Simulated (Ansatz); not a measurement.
AlCu3: do energies and stresses tell the same story?

Theory: DFT r2SCAN, scalar-relativistic, plane waves, PAW (Ansatz).

Settings: cutoff 500 eV, Γ-centred mesh 12×12×12 on the computed 4-atom cell, Gaussian smearing of 0.10 eV; no spin polarisation.

Relaxed cell: Pm-3m, a = 3.642 Å, b = 3.642 Å, c = 3.642 Å, α = 90.00°, β = 90.00°, γ = 90.00°, 4 atoms in the primitive cell. Whether it is the stable form of this composition wasn't checked.

Energies at zero smearing and pressures from the stress tensor, at volumes with shape and atoms relaxed:
| V (Å³/atom) | E − E(first) (meV/atom) | P (GPa) |
| --- | --- | --- |
| 11.351 | 0.00 | 10.83 |
| 11.713 | -17.70 | 4.96 |
| 12.075 | -23.18 | 0.00 |
| 12.437 | -18.38 | -4.16 |
| 12.800 | -4.91 | -7.67 |

Q: Check P = −dE/dV between neighbouring volumes, and get the bulk modulus from the pressures alone.

A: With 1 eV/Å³ = 160.2 GPa:
```csv
middle V (Å³/atom),−ΔE/ΔV (GPa),mean P (GPa)
11.532,7.829,7.895
11.894,2.423,2.480
12.256,-2.125,-2.079
12.619,-5.955,-5.916
```

The two differ by 0.07 GPa at most. The mean of two end pressures misses the average over a step by about ΔV² P″/12, up to 0.08 GPa here; with that taken off 0.02 GPa remains. Around V = 12.075 Å³/atom, the two neighbours give B = −V ΔP/ΔV = 12.075 × 9.12 / 0.725 = 152.0 GPa, against B0 = 151.1 GPa from the Birch–Murnaghan fit of the energies.